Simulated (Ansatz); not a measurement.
Crystal: Pd.

```
Pd
1.0
     0.00000    1.94650    1.94650
     1.94650    0.00000    1.94650
     1.94650    1.94650    0.00000
Pd
1
Direct
  0.00000 0.00000 0.00000
```

Program: Ansatz 0.2.0. Alike in all runs: task band structure; potentials or basis all-electron LAPW, scalar-relativistic; cell as given; cutoff (eV) 266; basis error allowed 0.001 eV/atom.

Q: Order these runs on this cell by their pressure, lowest first.
A. level BLYP; spin off; k mesh 12 × 12 × 12; smearing fermi-dirac 0.05 eV
B. level PBEsol; spin off; k mesh 12 × 12 × 12; smearing fermi-dirac 0.05 eV
C. level LDA; spin non-collinear, ferromagnetic start; k mesh 9 × 9 × 9; smearing gaussian 0.01 eV

A: C (-9.0 GPa), B (-3.0 GPa), A (18.1 GPa).

Caveats: so large a pressure means that the cell lies far from this level's equilibrium, or that cutoff or potentials fall short (some runs); the k mesh is thin for a metal, which can move the energy by tens of meV per atom (some runs); the starting moments weren't kept (some runs).

Runs at the PBE level aren't shown here.
